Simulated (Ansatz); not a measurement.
Input of an Ansatz 0.2.0 run:

File input.yaml:

```yaml
crystal:
  lattice:
    - [0.0, 3.10300365, 3.10300365]
    - [3.10300365, 0.0, 3.10300365]
    - [3.10300365, 3.10300365, 0.0]
  atoms:
    - { symbol: Ti, position: [0.0, 0.0, 0.0], spin: 1.0 }
    - { symbol: Se, position: [0.25, 0.25, 0.25] }
hamiltonian:
  xc: pbesol
  pseudopotentials: { kind: paw }
  hubbard: { sites: [{ species: Ti, l: d, u_eff: 4.0 }] }
magnetization:
  spin_polarized: true
kpoints:
  mp_grid: { grid: [5, 5, 5] }
scf:
  occupations: { method: gaussian, width: 0.05 }
output:
  forces: true
  stress: true
  eigenvalues: true
```

Potentials or basis: Ansatz PAW.

Launch:

```sh
$ ansatz run input.yaml --threads 2 --pin off --max-ram 5632MiB --backend cpu --events-out ev --progress --plain --runs-dir out
```

(1) Estimate the pressure.

(2) Predict the band gap on the k mesh.

## Answers

(1) -1.5 GPa.

(2) 1.64 eV, indirect (least direct gap 2.28 eV).

Caveat: the magnetic or orbital state may not be the lowest; odd divisions of the mesh miss points on the zone boundary, where band edges often lie, so the gap on the mesh can be too wide; the PAW data sets come from PBE, with cores solved anew for the run's functional, which leaves a small shift of forces and pressure.
